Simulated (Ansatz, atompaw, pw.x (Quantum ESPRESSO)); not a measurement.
**W (sc): variants of one PAW (atompaw) potential in the solid**

W, PAW, made with atompaw 4.2.0.5 (PBE, scalar-relativistic). Core [Xe] 4f14, reference 5d4 6s2 6p0. Waves: 6s (bound): rc 3.00 bohr; 6s channel at -0.05 Ry: rc 3.00 bohr; 6p (bound, empty): rc 3.00 bohr; 6p channel at 0.75 Ry: rc 3.00 bohr; 5d (bound): rc 3.00 bohr; 5d channel at 0.55 Ry: rc 1.85 bohr. Local part: bessel scheme, radius 2.50 bohr. Core correction: smooth core density matched at 2.20 bohr. Augmentation charge: sinc compensation charge, radius 2.20 bohr; PAW radius 3.00 bohr; waves and projectors: custom polynom gramschmidtortho.

Crystal test: sc W in pw.x 7.5, no spin, 12³ k-points, Fermi–Dirac smearing 0.01 Ry, cutoffs set for each file from its atomic test. The reference is all-electron LAPW (Ansatz 0.2.0) with the same functional, mesh and smearing; V0 and B0 come from Birch–Murnaghan fits to the pressures at five volumes. Errors are pseudo minus all-electron; Δ is the rms difference of the E(V) curves that follow from these fits, minima aligned, over ±6 % about the mean V0. Mesh and smearing are coarse, so the numbers serve the comparison and aren't converged zero-temperature values; the lattice is a test structure that the element need not adopt.

All-electron: a0 = 2.638 Å (V0 = 18.36 Å³/atom), B0 = 216.4 GPa.

Base: The largest radius (3.00 bohr) exceeds half the bond length (2.50 bohr), so the spheres overlap, which is one possible source of error among others. This is a poor potential for the solid.

1 further variants are left out: they gave no file fit for a test, a broken result, the same result as the base, or pressures whose basis-set error rivals the error shown.

| change | cutoffs (Ry) | pw.x | a0 (Å) | a0 error (%) | B0 error (%) | Δ (meV/atom) | mean pressure error (GPa) |
| --- | --- | --- | --- | --- | --- | --- | --- |
| base | 40/400 | converged | 2.653 | +0.57 | +0.9 | 15.0 | +3.71 |
| wave 5d channel at 0.55 Ry: rc 1.85 bohr becomes 5d channel at 0.77 Ry: rc 1.85 bohr | 40/400 | converged | 2.653 | +0.56 | +0.7 | 14.8 | +3.67 |
| wave 5d channel at 0.55 Ry: rc 1.85 bohr becomes 5d channel at 2.72 Ry: rc 1.85 bohr | 40/400 | converged | 2.655 | +0.64 | -0.5 | 16.7 | +4.15 |
| wave 5d channel at 0.55 Ry: rc 1.85 bohr becomes 5d channel at 7.91 Ry: rc 1.85 bohr | 40/400 | converged | 2.680 | +1.59 | -5.0 | 40.9 | +10.46 |

(1) Give the row for: wave 5d channel at 0.55 Ry: rc 1.85 bohr becomes 5d channel at 0.19 Ry: rc 1.85 bohr.

Answers

(1) pw.x: converged; mean pressure error (GPa): +3.97; a0 (Å): 2.654; a0 error (%): +0.60; B0 error (%): +1.7; Δ (meV/atom): 16.0.
